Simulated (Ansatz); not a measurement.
Molecular dynamics on a 2×2×2 supercell (16 atoms) of NaH (rocksalt), relaxed with r2SCAN. Forces come from r2SCAN in the PAW code Ansatz: Langevin thermostat and barostat (NPT), 2200 K, steps of 1 fs. Computed, non-magnetic; the trajectory is short and the cell small, so nothing here is a converged average.

```yaml
crystal:
  lattice:
    - [0.0, 4.7950245745, 4.7950245745]
    - [4.7950245745, 0.0, 4.7950245745]
    - [4.7950245745, 4.7950245745, 0.0]
  atoms:
    - { symbol: Na, position: [0.0, 0.0, 0.0] }
    - { symbol: H, position: [0.25, 0.25, 0.25] }
    - { symbol: Na, position: [0.0, 0.0, 0.5] }
    - { symbol: H, position: [0.25, 0.25, 0.75] }
    - { symbol: Na, position: [0.0, 0.5, 0.0] }
    - { symbol: H, position: [0.25, 0.75, 0.25] }
    - { symbol: Na, position: [0.0, 0.5, 0.5] }
    - { symbol: H, position: [0.25, 0.75, 0.75] }
    - { symbol: Na, position: [0.5, 0.0, 0.0] }
    - { symbol: H, position: [0.75, 0.25, 0.25] }
    - { symbol: Na, position: [0.5, 0.0, 0.5] }
    - { symbol: H, position: [0.75, 0.25, 0.75] }
    - { symbol: Na, position: [0.5, 0.5, 0.0] }
    - { symbol: H, position: [0.75, 0.75, 0.25] }
    - { symbol: Na, position: [0.5, 0.5, 0.5] }
    - { symbol: H, position: [0.75, 0.75, 0.75] }
kpoints:
  mp_grid: { grid: [2, 2, 2] }
hamiltonian:
  xc: r2scan
scf:
  occupations: { method: fermi_dirac, width: 0.19 }
md:
  ensemble: npt_langevin
  temperature: 2200
  timestep: 1.0
  n_steps: 30
  initial_velocities: maxwell_boltzmann
  seed: 1695
```

Run as `ansatz run input.yaml --threads 4 --pin off --max-ram 3686MiB --backend cpu --events-out ev --progress --plain --runs-dir out`.

**Question.** What wall time did it need on 4 threads of Arm Neoverse V1, on a shared host, and what peak of host memory did it reach?

**Answer.** About 3.3 min, with a peak of 1.3 GiB.

**Question.** How do temperature and energy develop?

**Answer.** The temperature starts at 2062 K, is lowest at step 9 (1085 K, 9 fs) and ends at 1685 K. The thermostat hasn't had time to restore it. The atoms start on their lattice sites with kinetic energy alone, so much of it first passes into potential energy.
```csv
step,t (fs),T (K),free energy F from step 0 (meV/atom),kinetic energy (meV/atom),pressure (GPa),volume (Å³/atom),largest force (eV/Å)
0,0,2062,0.0,266.6,2.06,13.78,0.00
1,1,2093,3.0,270.5,2.14,13.78,0.21
2,2,2094,12.1,270.7,2.29,13.79,0.42
3,3,1955,27.1,252.7,2.40,13.79,0.63
4,4,1801,47.0,232.8,2.60,13.79,0.92
5,5,1753,70.3,226.6,2.95,13.80,1.24
6,6,1463,94.2,189.1,3.07,13.80,1.57
7,7,1256,116.0,162.4,3.23,13.81,1.85
8,8,1175,135.0,151.9,3.47,13.82,2.06
9,9,1085,149.5,140.2,3.63,13.83,2.15
10,10,1087,156.9,140.5,3.79,13.84,2.04
11,11,1160,156.6,150.0,3.90,13.84,1.76
12,12,1252,150.1,161.8,3.92,13.85,1.59
13,13,1364,141.4,176.3,3.92,13.86,1.57
14,14,1478,132.3,191.0,3.90,13.87,1.54
15,15,1622,124.4,209.7,3.90,13.88,1.50
16,16,1763,119.7,227.9,3.93,13.88,1.46
17,17,1818,117.4,235.0,3.89,13.89,1.42
18,18,1739,117.5,224.8,3.73,13.90,1.37
19,19,1845,119.6,238.4,3.77,13.91,1.32
20,20,1945,122.9,251.4,3.81,13.93,1.45
21,21,1852,126.5,239.4,3.67,13.93,1.49
22,22,1855,129.9,239.8,3.65,13.94,1.43
23,23,2064,133.4,266.7,3.85,13.95,1.43
24,24,2069,139.3,267.4,3.93,13.96,1.64
25,25,2055,147.7,265.6,4.07,13.97,1.80
26,26,1984,158.7,256.4,4.24,13.97,1.87
27,27,1939,170.2,250.7,4.48,13.98,2.13
28,28,1826,181.0,236.1,4.66,13.99,2.62
29,29,1669,191.4,215.7,4.78,13.99,3.07
30,30,1685,199.4,217.8,5.01,14.00,3.34
```

Positions (Å) and forces (eV/Å) at step 30:
```
cell (Å): 0.000 4.820 4.820; 4.820 0.000 4.820; 4.820 4.820 0.000
Na   0.315   0.326  -0.401    -1.216  -0.636   1.647
H    2.508   2.351   2.392    -0.539   0.397   0.368
Na   2.551   2.309   0.338     0.497   0.422  -0.282
H    4.692   4.873   2.306     0.177   0.084   0.314
Na   2.444   0.103   2.451    -0.279  -0.132   0.208
H    4.634   2.918   4.727     0.141  -2.421   0.891
Na   4.851   2.476   2.911    -0.117   0.681  -2.112
H    7.216   5.315   5.043    -0.053  -0.660  -0.986
Na  -0.153   2.350   2.290     0.088  -0.190   0.198
H    2.150   4.919   5.007     0.774   0.181  -0.241
Na   2.219   5.183   2.189     0.426  -0.627   0.188
H    4.789   7.203   5.185    -0.065   0.081  -0.612
Na   2.242   2.746   4.665    -0.187  -0.557   0.219
H    4.643   5.318   7.416     0.173  -0.872  -0.838
Na   4.796   4.564   4.816     0.250   3.329   0.157
H    7.316   7.143   6.802    -0.070   0.920   0.879
```
